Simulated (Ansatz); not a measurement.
# InPd: the cost of one run

Method: DFT PBE, scalar-relativistic, plane waves, PAW, in Ansatz 0.2.0.

10 further runs of the same task are left out: 10 set aside as unsound or not needed.

**1. The structure to begin with**

It takes space group Pm-3m (No. 221, cubic). Conventional cell: a = 3.305 Å, b = 3.305 Å, c = 3.305 Å, α = 90.00°, β = 90.00°, γ = 90.00°. In (site symmetry m-3m) is surrounded by 8 Pd at 2.86 Å. Around Pd (site symmetry m-3m) lie 8 In at 2.86 Å.

As a file:

```
CELL_PARAMETERS angstrom
3.30526 0.00000 0.00000
0.00000 3.30526 0.00000
0.00000 0.00000 3.30526
ATOMIC_POSITIONS crystal
In 0.00000 0.00000 0.00000
Pd 0.50000 0.50000 0.50000
```

It goes back to an entry of the Materials Project, which need not be the stable form.

This cell was relaxed beforehand with the same method: volume 18.05 Å³/atom, gap on the mesh none (metal).

**2. The grid**

The energy is mapped over a normal mode and a strain (zone-centre modes of the cell shown) (x along [1 0 0], y along [0 1 0], z along [0 0 1] of the conventional cell).

First coordinate, amplitude of mode 4 (131 cm⁻¹), largest displacement in the unstrained cell: 11 values from −0.096 Å. Second coordinate, strain +e along z and -e/2 along x and y: 7 values from −7.00 %.

Nothing else is relaxed (the pattern is fixed in fractional coordinates). Energies count from the relaxed high-symmetry cell. Points are written as (first, second).

The modes come from a phonon run on the reference cell, made beforehand.

Displacement patterns for an amplitude of 1 (Å):

| atom | x1 | y1 | z1 |
| --- | --- | --- | --- |
| In1 | 0.927 | 0.000 | 0.000 |
| Pd2 | -1.000 | 0.000 | 0.000 |

**3. The run at (−0.096 Å, −7.00 %)**

input.yaml reads:

```yaml
crystal:
  lattice:
    - [3.4209478219, 0.0, 0.0]
    - [0.0, 3.4209478219, 0.0]
    - [0.0, 0.0, 3.0738951443]
  atoms:
    - { symbol: In, position: [-0.0269202079, 0.0, 0.0] }
    - { symbol: Pd, position: [0.5290445821, 0.5, 0.5] }
basis:
  ecutwfc: 420
kpoints:
  mp_grid: { grid: [14, 14, 14] }
hamiltonian:
  xc: pbe
scf:
  occupations: { method: gaussian, width: 0.15 }
output:
  forces: true
  stress: true
  eigenvalues: true
  write_density: true
  write_potential: true
  elf: true
  volumetric_format: npy
```

Command:

```bash
$ ansatz run input.yaml --threads 1 --pin off --max-ram 2048MiB --backend cpu --events-out ev --progress --plain --runs-dir out
```

Q: Estimate wall time and peak memory on 1 thread of Intel Xeon 6975P-C (Granite Rapids), shared host.

About 23 s, with a peak of 0.66 GiB.
